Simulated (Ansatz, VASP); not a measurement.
**ZnAu: VASP beside Ansatz**

INCAR

```
SYSTEM = ZnAu
  PREC = Accurate
  ENCUT = 520
  EDIFF = 1E-7
  ISMEAR = -1
  SIGMA = 0.05
  LREAL = .False.
  LASPH = .True.
  NELM = 60
  ALGO = Normal
  ISIF = 2
  LWAVE = .False.
  LCHARG = .False.
  GGA = PE
  NBANDS = 18
```

File KPOINTS:

```
regular mesh
0
Gamma
  8 8 8
  0 0 0
```

File POSCAR:

```
ZnAu
1.0
    3.1258785582      0.0000000000      0.0000000000
    0.0000000000      3.1258785582      0.0000000000
    0.0000000000      0.0000000000      3.1258785582
Au Zn
1 1
Direct
    0.0000000000      0.0000000000      0.0000000000
    0.5000000000      0.5000000000      0.5000000000
```

File input.yaml:

```yaml
crystal:
  lattice:
    - [3.1258785582, 0.0, 0.0]
    - [0.0, 3.1258785582, 0.0]
    - [0.0, 0.0, 3.1258785582]
  atoms:
    - { symbol: Au, position: [0.0, 0.0, 0.0] }
    - { symbol: Zn, position: [0.5, 0.5, 0.5] }
hamiltonian:
  xc: pbe
  pseudopotentials: { kind: paw }
kpoints:
  mp_grid: { grid: [8, 8, 8] }
scf:
  occupations: { method: fermi_dirac, width: 0.05 }
output:
  forces: true
  stress: true
  eigenvalues: true
```

Change from the starting cell: volume scaled by 0.98.

Alike in both runs: task single point; functional PBE; k mesh 8 × 8 × 8; occupations fermi-dirac, width 0.05 eV; no spin polarisation.

```csv
,VASP,Ansatz
version,VASP 6.6.1,Ansatz 0.2.0
potentials or method,"VASP PAW PBE potentials, release 64 (Au, Zn)",Ansatz PAW
plane-wave cutoff (eV),520,420
valence electrons in the cell,23,31
```

Ansatz gave:

| Property | Result |
| --- | --- |
| gap on the k mesh at the Fermi level (eV) | none |
| pressure (GPa) | 8.2 |

**Question.** What did VASP give for the same quantities?

**Answer.** gap on the k mesh at the Fermi level (eV): none; pressure (GPa): 8.3.

A gap of «none» marks a metal or a gap that the smearing closes. The two sets of potentials don't hold the same shells in valence.

The runs have no spin-orbit coupling, so splittings on Au are missing.
